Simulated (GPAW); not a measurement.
# AlO (Pm-3m) in GPAW: single point with PBE

Aim: the single point of AlO with PBE.

Everything below comes from runs of GPAW 26.7.0. Logs are shortened: lines on timing, memory, paths and dates and some standing lists are left out, and cuts for length are marked. The log counts tension as positive stress, the text compression.

## (1) Starting point

The structure is cubic, space group Pm-3m (No. 221). The conventional cell has a = 2.769 Å, b = 2.769 Å, c = 2.769 Å, α = 90.00°, β = 90.00°, γ = 90.00°. Al (site symmetry m-3m) is surrounded by 8 O at 2.40 Å. Around O (site symmetry m-3m) lie 8 Al at 2.40 Å.

The cell was built by a generator and needn't be a form met in nature.

## (2) Single point, PBE

AlO.xyz

```xyz
2
Lattice="2.7691900000 0.0000000000 0.0000000000 0.0000000000 2.7691900000 0.0000000000 0.0000000000 0.0000000000 2.7691900000" Properties=species:S:1:pos:R:3 pbc="T T T"
Al     1.3845950000      1.3845950000      1.3845950000
O      0.0000000000      0.0000000000      0.0000000000
```

Potentials or basis: GPAW PAW data sets (gpaw-data 1.2.1), pw.

The run is started by

```bash
$ OMP_NUM_THREADS=1 gpaw run AlO.xyz -p 'mode=PW(800),xc=PBE,kpts={size:(10,10,10),gamma:True},occupations={name:fermi-dirac,width:0.05},nbands=12,convergence={density:1e-05,energy:1e-05},maxiter=150,txt=gpaw.txt' --properties efs -w gs.gpw
```

Log:

```text
__  _  _
 | _ |_)|_||  |
 |__||  | ||/\| - 26.7.0

Input parameters:
  mode=PW(ecut=800.0),
  convergence={'density': 1e-05, 'energy': 1e-05},
  kpts=MonkhorstPack(size=[10, 10, 10], gamma=True),
  maxiter=150,
  nbands=12,
  occupations=Occupations(name='fermi-dirac', width=0.05),
  xc=XC(name='PBE')

Diagonalizing LCAO Hamiltonian
Converting LCAO to pw mode
   .------.
  /|      |
 * |      |
 | .-Al---.
 |/      /
 O------*

Atoms  # Å, Bohr magnetons
|   | symbol |        x |        y |        z |    initial magnetic moments |
|---|--------|----------|----------|----------|-----------------------------|
| 0 |     Al | 1.384595 | 1.384595 | 1.384595 | ( 0.0000,  0.0000,  0.0000) |
| 1 |      O | 0.000000 | 0.000000 | 0.000000 | ( 0.0000,  0.0000,  0.0000) |

Unit cell  # Å
| periodic |        x |        y |        z |  lengths |    angles |
|----------|----------|----------|----------|----------|-----------|
|      yes | 2.769190 | 0.000000 | 0.000000 | 2.769190 | 90.000000 |
|      yes | 0.000000 | 2.769190 | 0.000000 | 2.769190 | 90.000000 |
|      yes | 0.000000 | 0.000000 | 2.769190 | 2.769190 | 90.000000 |

Number of symmetries: 48
Symmetry operations  # r_c * U_cc + t_c -> r_c
|    | kind |            matrix            |
|----|------|------------------------------|
|  0 |  E   |  1, 0, 0,  0, 1, 0,  0, 0, 1 |
|  1 |  σ   |  1, 0, 0,  0, 1, 0,  0, 0,-1 |
|  2 |  σ   |  1, 0, 0,  0, 0, 1,  0, 1, 0 |
|  3 |  C4  |  1, 0, 0,  0, 0, 1,  0,-1, 0 |
|  4 |  C4  |  1, 0, 0,  0, 0,-1,  0, 1, 0 |
|  5 |  σ   |  1, 0, 0,  0, 0,-1,  0,-1, 0 |
|  6 |  σ   |  1, 0, 0,  0,-1, 0,  0, 0, 1 |
|  7 |  C2  |  1, 0, 0,  0,-1, 0,  0, 0,-1 |
|  8 |  σ   |  0, 1, 0,  1, 0, 0,  0, 0, 1 |
|  9 |  C2  |  0, 1, 0,  1, 0, 0,  0, 0,-1 |
| 10 |  C3  |  0, 1, 0,  0, 0, 1,  1, 0, 0 |
| 11 |  S6  |  0, 1, 0,  0, 0, 1, -1, 0, 0 |
| 12 |  S6  |  0, 1, 0,  0, 0,-1,  1, 0, 0 |
| 13 |  C3  |  0, 1, 0,  0, 0,-1, -1, 0, 0 |
| 14 |  C4  |  0, 1, 0, -1, 0, 0,  0, 0, 1 |
| 15 |  S4  |  0, 1, 0, -1, 0, 0,  0, 0,-1 |
| 16 |  C3  |  0, 0, 1,  1, 0, 0,  0, 1, 0 |
| 17 |  S6  |  0, 0, 1,  1, 0, 0,  0,-1, 0 |
| 18 |  σ   |  0, 0, 1,  0, 1, 0,  1, 0, 0 |
| 19 |  C4  |  0, 0, 1,  0, 1, 0, -1, 0, 0 |
| 20 |  C2  |  0, 0, 1,  0,-1, 0,  1, 0, 0 |
| 21 |  S4  |  0, 0, 1,  0,-1, 0, -1, 0, 0 |
| 22 |  S6  |  0, 0, 1, -1, 0, 0,  0, 1, 0 |
| 23 |  C3  |  0, 0, 1, -1, 0, 0,  0,-1, 0 |
| 24 |  S6  |  0, 0,-1,  1, 0, 0,  0, 1, 0 |
| 25 |  C3  |  0, 0,-1,  1, 0, 0,  0,-1, 0 |
| 26 |  C4  |  0, 0,-1,  0, 1, 0,  1, 0, 0 |
| 27 |  σ   |  0, 0,-1,  0, 1, 0, -1, 0, 0 |
| 28 |  S4  |  0, 0,-1,  0,-1, 0,  1, 0, 0 |
| 29 |  C2  |  0, 0,-1,  0,-1, 0, -1, 0, 0 |
| 30 |  C3  |  0, 0,-1, -1, 0, 0,  0, 1, 0 |
| 31 |  S6  |  0, 0,-1, -1, 0, 0,  0,-1, 0 |
| 32 |  C4  |  0,-1, 0,  1, 0, 0,  0, 0, 1 |
| 33 |  S4  |  0,-1, 0,  1, 0, 0,  0, 0,-1 |
| 34 |  S6  |  0,-1, 0,  0, 0, 1,  1, 0, 0 |
| 35 |  C3  |  0,-1, 0,  0, 0, 1, -1, 0, 0 |
| 36 |  C3  |  0,-1, 0,  0, 0,-1,  1, 0, 0 |
| 37 |  S6  |  0,-1, 0,  0, 0,-1, -1, 0, 0 |
| 38 |  σ   |  0,-1, 0, -1, 0, 0,  0, 0, 1 |
| 39 |  C2  |  0,-1, 0, -1, 0, 0,  0, 0,-1 |
| 40 |  σ   | -1, 0, 0,  0, 1, 0,  0, 0, 1 |
| 41 |  C2  | -1, 0, 0,  0, 1, 0,  0, 0,-1 |
| 42 |  C2  | -1, 0, 0,  0, 0, 1,  0, 1, 0 |
| 43 |  S4  | -1, 0, 0,  0, 0, 1,  0,-1, 0 |
| 44 |  S4  | -1, 0, 0,  0, 0,-1,  0, 1, 0 |
| 45 |  C2  | -1, 0, 0,  0, 0,-1,  0,-1, 0 |
| 46 |  C2  | -1, 0, 0,  0,-1, 0,  0, 0, 1 |
| 47 |  i   | -1, 0, 0,  0,-1, 0,  0, 0,-1 |

BZ-sampling:
[... 63 lines left out ...]
    |   3p |  1.000 |      -2.712 |    1.085 |
    |    s |        |      19.459 |    1.085 |
    |    p |        |      24.499 |    1.085 |
    |    d |        |       0.000 |    1.085 |

    Using partial waves for Al as LCAO basis

  O:
    name:    Oxygen
    Z:       8.0
    valence: 6
    core:    2
    charge:  0.0  # [|e|]
    compensation charges:
      type: gauss
      rc: 0.21  # [Å]
      lmax: 2
    cutoffs:
      filter: 1.17  # [Å]
      core: 0.83  # [Å]
    projectors
    | kind |    occ | energy [eV] | rcut [Å] |
    |------|--------|-------------|----------|
    |   2s |  2.000 |     -23.961 |    0.688 |
    |   2p |  4.000 |      -9.029 |    0.598 |
    |    s |        |       3.251 |    0.688 |
    |    p |        |      18.182 |    0.598 |
    |    d |        |       0.000 |    0.619 |

    Using partial waves for O as LCAO basis

Reference energy: -8644.275566  # eV

eigensolver:
  PPCG
  Converge bands: occupied
  niter=2

density mixing:
  MSR1-Mixer
  Pratt-step length: 0.05
  Maximum mixing coefficient: 0.75
  Old densities: 10
  SVD Regularization: 0.005
  Good broyden scale: 1.0
  Trust region scale: 1.0
  Backstep threshold: 4.0
  History deletion threshold: 6.0
  Fourier metric: weight=20.0, sigma=0.015

occupation numbers:
  Fermi-Dirac:
    width: 0.0500  # eV

poisson solver:
  ecut: 6400.0  # eV

xc functional:
  name: PBE with 2 nearest neighbor stencil

convergence criteria:
- Maximum integral of absolute [dens]ity change: 1e-05 electrons / valence electron
- Maximum [total energy] change in last 3 cyles: 1e-05 eV / valence electron
- Maximum integral of absolute [eigenst]ate change: 4e-08 eV^2 / valence electron
maximum number of iterations: 150

SCF iterations
|iter     | |      energy | eigst |  dens |
|---------|-|-------------|-------|-------|
|iter:   1| |  -11.111095 | +0.19 |       |
|iter:   2| |  -10.829591 | -2.53 | -0.81 |
|iter:   3| |  -10.243760 | -1.75 | -0.88 |
|iter:   4| |  -10.235419 | -3.43 | -1.47 |
|iter:   5| |  -10.232761 | -3.66 | -1.69 |
|iter:   6| |  -10.232805 | -5.43 | -2.78 |
|iter:   7| |  -10.232833c| -5.81 | -3.08 |
|iter:   8| |  -10.232833c| -7.62c| -4.36 |
|iter:   9| |  -10.232833c| -8.02c| -4.81 |
|iter:  10| |  -10.232833c| -9.59c| -6.01c|

Converged in 10 steps
Energy contributions relative to reference atoms: (reference = -8644.275566)

Energy contributions:
  Kinetic:           9.155958
  Coulomb:          -7.707444
  Zero:              0.219334
  External:          0.000000
  Xc:              -11.895597
  Entropy:          -0.010167
  Spinorbit:         0.000000
  ----------------------------
  Free energy:     -10.237916
  Extrapolated:    -10.232833

dipole moment: (-7.807947, -7.807947, -7.807947)  # |e|*Ang

Fermi level: 9.073
Eigenvalues  # (at kpt = [0.000, 0.000, 0.000])
| band index |      eig [eV] | occ [0-2] |
|------------|---------------|-----------|
|          0 |       -12.061 |     2.000 |
|          1 |         4.143 |     2.000 |
|          2 |         4.673 |     2.000 |
|          3 |         4.673 |     2.000 |
|          4 |         4.673 |     2.000 |
|          5 |        14.750 |     0.000 |
|          6 |        14.750 |     0.000 |
|          7 |        20.192 |     0.000 |
|          8 |        20.192 |     0.000 |
|          9 |        20.192 |     0.000 |
|         10 |        29.562 |     0.000 |
|         11 |        29.562 |     0.000 |

No gap
No difference between direct/indirect transitions

Forces  # eV/Ang
|       x |        y |        z |
|---------|----------|----------|
| 0.00000 | -0.00000 | -0.00000 |  # Al   0
| 0.00000 |  0.00000 |  0.00000 |  # O    1

Stress tensor  # eV/Ang^3
|         x |         y |         z |
|-----------|-----------|-----------|
| -0.001120 |  0.000000 |  0.000000 |
|  0.000000 | -0.001120 |  0.000000 |
|  0.000000 |  0.000000 | -0.001120 |

# Writing to gs.gpw (mode='')
```

Wall time 6.7 s (1 thread of Intel Xeon 6975P-C (Granite Rapids), shared host); peak memory 0.15 GiB.

What came out:

```
Free energy            : -10.2379 eV
Pressure               : 0.2 GPa
Band gap on the k mesh : none (metal or under the smearing width)
```

Levels at points of the mesh, in eV from the Fermi level:
```csv
k point,band 1,band 2,band 3,band 4,band 5,band 6,band 7,band 8
"(0.00, 0.00, 0.00)",-21.13,-4.93,-4.40,-4.40,-4.40,5.68,5.68,11.12
"(0.50, 0.00, 0.00)",-20.08,-10.21,-3.84,-3.84,0.16,2.19,8.70,9.74
"(0.50, 0.50, 0.00)",-19.34,-7.95,-7.95,-3.35,-2.40,5.01,5.01,8.07
"(0.50, 0.50, 0.50)",-18.73,-6.41,-6.41,-6.41,0.68,0.68,0.68,4.48
```

Caveat: an odd number of electrons without spin polarisation forces a metal; a magnetic or distorted state may lie lower.

## (3) The reference run

An earlier run on the cell as given: functional PBE; potentials or basis GPAW PAW data sets (gpaw-data 1.2.1); cutoff 800 eV; basis pw; k mesh 10 × 10 × 10; occupations fermi-dirac, width 0.05 eV; no spin polarisation.

* Pressure: 0.2 GPa
* Band gap on the k mesh: none (metal or under the smearing width)
